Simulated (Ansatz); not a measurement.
## GaCuSe2: single point with PBE

Crystal: GaCuSe2.

```
CELL_PARAMETERS angstrom
3.77442 0.00000 0.00000
0.00000 3.77442 0.00000
0.00000 0.00000 5.26589
ATOMIC_POSITIONS crystal
Se 0.50000 0.50000 0.00000
Se 0.00000 0.00000 0.50000
Ga 0.50000 0.50000 0.50000
Cu 0.00000 0.00000 0.00000
```

Measurements of this composition are mostly on another form, of space group No. 122.

```yaml
Program: Ansatz 0.2.0
Task: single point
Functional: PBE
Potentials_or_basis: Ansatz PAW
Cutoff: "420 eV (not typed: the program's choice for these potentials)"
k_mesh: 7 × 7 × 5
Occupations: fermi-dirac, width 0.05 eV
Spin: no spin polarisation
```

```json
{
  "Pressure": "0.1 GPa",
  "Band gap on the k mesh": "none (metal or under the smearing width)"
}
```

Stress tensor (GPa, compression positive):
```
 0.40  0.00  0.00
 0.00  0.40  0.00
 0.00  0.00 -0.38
```

Levels at points of the mesh, in eV from the Fermi level:
| k point | band 29 | band 30 | band 31 | band 32 | band 33 | band 34 | band 35 | band 36 |
| --- | --- | --- | --- | --- | --- | --- | --- | --- |
| (0.00, 0.00, 0.00) | -2.35 | -2.21 | -1.27 | -1.04 | -1.04 | 1.19 | 4.11 | 7.85 |

Wall time 1.5 s on 2 threads of Intel(R) Xeon(R) 6975P-C (Granite Rapids) (shared host), peak memory 0.47 GiB.

Caveat: the run has no spin polarisation, though such a crystal can be magnetic. With open d or f shells a metallic result of PBE can be an artefact of self-interaction; +U or a hybrid may open a gap.
